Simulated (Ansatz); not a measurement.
## What a trial cell of Si3Se2 relaxes into

Theory: Ansatz 0.2.0, DFT PBE, scalar-relativistic, plane waves, PAW. Cutoff 420 eV, Γ-centred k mesh, Gaussian smearing, no spin polarisation in the final step.

The start puts Si3Se2 on the anti-corundum structure type (R-3c, No. 167), with Se in place of Al, Si in place of O, at a guessed volume.

```yaml
crystal:
  lattice:
    - [3.15145, 1.81949, 5.73611]
    - [-3.15145, 1.81949, 5.73611]
    - [0.00000, -3.63898, 5.73611]
  atoms:
    - { symbol: Si, position: [0.05625, 0.44375, 0.75000] }
    - { symbol: Si, position: [0.75000, 0.05625, 0.44375] }
    - { symbol: Si, position: [0.44375, 0.75000, 0.05625] }
    - { symbol: Si, position: [0.94375, 0.55625, 0.25000] }
    - { symbol: Si, position: [0.25000, 0.94375, 0.55625] }
    - { symbol: Si, position: [0.55625, 0.25000, 0.94375] }
    - { symbol: Se, position: [0.85218, 0.85218, 0.85218] }
    - { symbol: Se, position: [0.64782, 0.64782, 0.64782] }
    - { symbol: Se, position: [0.14782, 0.14782, 0.14782] }
    - { symbol: Se, position: [0.35218, 0.35218, 0.35218] }
```

Steps on the 3×3×3 mesh (10 atoms). 11 of 13 steps are shown, and the free energy counts from the last. Trial steps that were taken back and renewals of the plane-wave basis can be among the rows.

```csv
step,ΔF (meV/atom),V (Å³/atom),P (GPa),largest force component (eV/Å)
1,219.2,19.73,8.83,0.594
2,139.4,21.83,2.14,0.393
3,113.0,22.71,0.47,0.407
4,59.8,23.95,-0.22,0.483
5,18.1,25.22,0.25,0.366
6,14.9,26.05,1.38,0.323
8,7.9,26.92,-0.03,0.062
9,6.6,27.33,-0.03,0.030
10,5.3,27.84,-0.09,0.011
11,5.0,28.03,0.09,0.074
13,0.0,27.93,0.22,0.006
```

A final relaxation ran on a 6×6×6 mesh. The relaxed crystal, R-3c (No. 167):

```cif
data_structure
_symmetry_space_group_name_H-M 'R-3c:H'
_symmetry_Int_Tables_number 167
_cell_length_a 7.2314
_cell_length_b 7.2314
_cell_length_c 18.9791
_cell_angle_alpha 90.000
_cell_angle_beta 90.000
_cell_angle_gamma 120.000
_cell_volume 859.51
loop_
_atom_site_label
_atom_site_type_symbol
_atom_site_symmetry_multiplicity
_atom_site_Wyckoff_symbol
_atom_site_fract_x
_atom_site_fract_y
_atom_site_fract_z
_atom_site_occupancy
Si1 Si 18 e 0.23024 0.00000 0.25000 1
Se1 Se 12 c 0.00000 0.00000 0.34628 1
```

| Item | Value |
| --- | --- |
| Volume per atom | 28.65 Å³ |
| Density | 2.81 g/cm³ |
| Energy over the elements | 0.58 eV/atom |
| Gap on the 6×6×6 mesh | 0 eV (a metal) |

Energies over the elements count from the elements' standard structures at the same level, with no empirical corrections.

The final run used a 6×6×6 mesh on its 10-atom cell and 0.10 eV smearing. The k mesh leaves about 4 meV/atom of noise in metals.

Symmetry constrained the relaxation, so the result can be a saddle point.

Cost: 4 runs of about 6.1 core-minutes in all, on Intel Xeon Platinum 8488C (Sapphire Rapids) (shared hosts).